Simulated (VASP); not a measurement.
From VASP inputs to Ansatz: SiC (wurtzite)

INCAR

```
NELM = 120
ISIF = 2
LCHARG = .FALSE.
LASPH = .TRUE.
SIGMA = 0.01
PREC = Accurate
IBRION = -1
ENCUT = 520
LREAL = .FALSE.
NBANDS = 16
METAGGA = R2SCAN
ALGO = Normal
LWAVE = .FALSE.
ISMEAR = 0
EDIFF = 1E-7
NSW = 0
```

KPOINTS

```
KPOINTS created by Atomic Simulation Environment
0
Gamma
12 12 6
0 0 0
```

KPOINTS_OPT

```
special points
6
Reciprocal
0.0000000000 0.0000000000 0.0000000000 1
0.5000000000 0.0000000000 0.0000000000 1
0.3333333333 0.3333333333 0.0000000000 1
0.0000000000 0.0000000000 0.5000000000 1
0.5000000000 0.0000000000 0.5000000000 1
0.3333333333 0.3333333333 0.5000000000 1
```

POSCAR

```
Si C
 1.0000000000000000
     3.0753562392093943    0.0000000000000000   -0.0000000000000000
    -1.5376781196046971    2.6633366288423082    0.0000000000000000
    -0.0000000000000000    0.0000000000000000    5.0481080910129448
 Si  C
   2   2
Cartesian
 -0.0000000000000001  1.7755577525615387 -0.0020616419070018
  1.5376781196046969  0.8877788762807693  2.5219924035994703
 -0.0000000000000001  1.7755577525615387  1.8951021760368558
  1.5376781196046969  0.8877788762807693  4.4191562215433278
```

VASP ran with the recommended PBE PAW datasets (16 valence electrons in the cell).

Task: Write an Ansatz input for this cell and level of theory.

Result: 

```yaml
crystal:
  lattice:
    - [3.0753562392, 0.0, 0.0]
    - [-1.5376781196, 2.6633366288, 0.0]
    - [0.0, 0.0, 5.048108091]
  atoms:
    - { symbol: Si, position: [0.3333333333, 0.6666666667, -0.0004083989] }
    - { symbol: Si, position: [0.6666666667, 0.3333333333, 0.4995916011] }
    - { symbol: C, position: [0.3333333333, 0.6666666667, 0.3754083989] }
    - { symbol: C, position: [0.6666666667, 0.3333333333, 0.8754083989] }
kpoints:
  mp_grid: { grid: [12, 12, 6] }
  band_path:
    path:
      - [0.0, 0.0, 0.0]
      - [0.5, 0.0, 0.0]
      - [0.3333333333, 0.3333333333, 0.0]
      - [0.0, 0.0, 0.5]
      - [0.5, 0.0, 0.5]
      - [0.3333333333, 0.3333333333, 0.5]
    npoints: 1
hamiltonian:
  xc: r2scan
scf:
  occupations: { method: fixed }
  n_extra_bands: 5
output:
  forces: true
  stress: true
  eigenvalues: true
```

Other inputs would serve too.

```csv
,VASP,Ansatz
gap between bands v and c,2.66 eV,2.65 eV
least direct gap,4.48 eV,4.48 eV
pressure,-0.2 GPa,0.0 GPa
```

Datasets and cutoffs are each program's own. VASP's cell holds 16 valence electrons and Ansatz's 16. Ansatz's stress includes a Pulay correction; VASP's doesn't.
